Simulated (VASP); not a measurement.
## Sb: single point with RPBE

Crystal: Sb.

```
Sb
1.0
     0.00000    2.47512    2.47512
     2.47512    0.00000    2.47512
     2.47512    2.47512    0.00000
Sb
1
Cartesian
  0.0000 0.0000 0.0000
```

This isn't the form of Sb at room conditions, which is rhombohedral.

* Program: VASP 6.6.1
* Task: single point
* Functional: RPBE
* Potentials or basis: VASP PAW PBE potentials, release 64 (Sb)
* Cutoff: 520 eV
* k mesh: 13 × 13 × 13
* Occupations: fermi-dirac, width 0.1 eV
* Spin: no spin polarisation
* Dipole correction: no
* Further INCAR settings: ALGO = Normal; EDIFF = 1e-06; NBANDS = 8

* Pressure: -3.5 GPa
* Band gap on the k mesh: none (metal or under the smearing width)

Levels at points of the mesh, in eV from the Fermi level:
```tsv
k point	band 1	band 2	band 3	band 4	band 5	band 6	band 7
(0.00, 0.00, 0.00)	-12.03	4.53	4.53	4.53	9.56	9.56	9.56
```

Run time: 26 s on 1 thread of AMD EPYC 7R43 64-Core Processor (Zen 3), with other jobs on the host, peak memory 0.13 GiB.

Caveat: the PAW data sets were made with another functional, which shifts forces and pressure a little. The run has no spin-orbit coupling, so splittings on Sb are missing.
